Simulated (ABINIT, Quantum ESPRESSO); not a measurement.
# MgO and the pressure, program beside program

The cell as given:

```
CELL_PARAMETERS angstrom
0.00000 2.09700 2.09700
2.09700 0.00000 2.09700
2.09700 2.09700 0.00000
ATOMIC_POSITIONS crystal
Mg 0.00000 0.00000 0.00000
O 0.50000 0.50000 0.50000
```

The cell is a database's computed one, not the measured one.

Kept alike: task relaxation of cell and atoms; functional PBE; k mesh 11 × 11 × 11; occupations fermi-dirac, width 0.05 eV; no spin polarisation. The mesh is that of the run's cell of 2 atoms. No spin-orbit coupling.

- A: ABINIT, JTH PAW PBE v2.0, cutoff 626 eV
- B: Quantum ESPRESSO, SSSP 1.3 efficiency PBE, cutoff 857 eV

| pressure (GPa) | A: volume (Å³/atom) | B: volume (Å³/atom) |
| --- | --- | --- |
| 0 | 9.643 | 9.569 |
| 5 | 9.342 | 9.281 |
| 10 | 9.084 | 9.033 |
| 20 | 8.655 | 8.621 |
| 30 | 8.308 | 8.287 |

Values hold for each row's relaxed cell, which stops near the pressure aimed at. The runs follow the start's structure, whether or not it is the stable one at these pressures.

Question: How large is the effect of the pressure, and do the programs agree on it?

Answer: From 0 to 30 GPa the volume moves by -1.335 in A, -1.282 in B (Å³/atom). Row by row the programs differ by 0.021 to 0.074, and over this span the shifts, as printed, agree within about 4 %.

Both programs give a smooth compression curve that flattens with pressure: each further gigapascal removes less volume than the one before. This is the expected behaviour of an ionic rocksalt oxide. The Madelung attraction favours shorter Mg–O distances, but the overlap repulsion between closed-shell ions rises much more steeply, so the crystal stiffens as it shrinks. Rocksalt MgO is known to remain stable well beyond 30 GPa, so the curves describe the phase that actually occurs in this range.

The disagreement between the programs is systematic. A has the larger volume in every row, and its lead narrows steadily from 0.074 to 0.021 Å³/atom, which makes A the slightly softer description as well as the more expanded one. Differences in the atomic datasets probably contribute. Agreement at high pressure therefore doesn't imply equal compressibility. Both zero-pressure volumes probably lie somewhat above experiment, since PBE tends to underbind such oxides, and the closeness of the programs to each other is no measure of that shared error.
